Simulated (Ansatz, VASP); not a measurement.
**Two plane-wave programs on Ta3N**

```
CELL_PARAMETERS angstrom
3.93662 0.00000 0.00000
0.00000 3.93662 0.00000
0.00000 0.00000 3.93662
ATOMIC_POSITIONS crystal
Ta 0.00000 0.50000 0.50000
Ta 0.50000 0.00000 0.50000
Ta 0.50000 0.50000 0.00000
N 0.00000 0.00000 0.00000
```

Alike in both runs: functional r2SCAN; k mesh 4 × 4 × 4; occupations gaussian, width 0.1 eV; no spin polarisation.

Ansatz relaxed the structure, and its values are those at the end. VASP's run is a single point on that final structure, the one shown.

```csv
,VASP,Ansatz
version,VASP 6.6.1,Ansatz 0.2.0
potentials or method,"VASP PAW PBE potentials, release 64 (Ta_pv, N)","scalar-relativistic, plane waves, PAW"
plane-wave cutoff (eV),520,500
valence electrons in the cell,38,44
```

```tsv
	VASP	Ansatz	Ansatz less VASP
gap on the k mesh at the Fermi level (eV)	none	none	-
pressure (GPa)	0.7	0.0	-0.75
```

A gap of «none» marks a metal or a gap that the smearing closes. The two sets of potentials don't hold the same shells in valence.

Caveats: the k mesh is coarse (spacing up to 0.40 Å⁻¹), so the values aren't converged; the PAW data sets were made with another functional, which shifts forces and pressure a little (VASP). Spin-orbit coupling is left out, which matters for the levels of Ta.
